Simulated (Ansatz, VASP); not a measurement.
# BaS: VASP beside Ansatz

```
Ba S
1.0
     0.00000    3.17945    3.17945
     3.17945    0.00000    3.17945
     3.17945    3.17945    0.00000
Ba S
1 1
Direct
  0.50000 0.50000 0.50000
  0.00000 0.00000 0.00000
```

Alike in both runs: task single point; functional revPBE; dispersion D3(BJ); k mesh 6 × 6 × 6; occupations gaussian, width 0.05 eV; no spin polarisation.

|  | VASP | Ansatz |
| --- | --- | --- |
| version | VASP 6.6.1 | Ansatz 0.2.0 |
| potentials or method | VASP PAW PBE potentials, release 64 (Ba_sv, S) | scalar-relativistic, plane waves, PAW |
| plane-wave cutoff (eV) | 520 | 420 |
| valence electrons in the cell | 16 | 16 |

|  | VASP | Ansatz | Ansatz less VASP |
| --- | --- | --- | --- |
| gap on the k mesh at the Fermi level (eV) | 2.19 | 2.30 | +0.106 |
| least direct gap on the mesh (eV) | 2.32 | 2.39 | +0.073 |
| pressure (GPa) | 0.6 | 0.0 | -0.63 |
| dispersion energy (meV/atom) | -494.5 | -494.6 | -0.11 |

Caveats: the PAW data sets were made with another functional, which shifts forces and pressure a little (VASP); spin-orbit coupling is left out, which moves the levels of the heavy elements. A k mesh can miss the band edges.
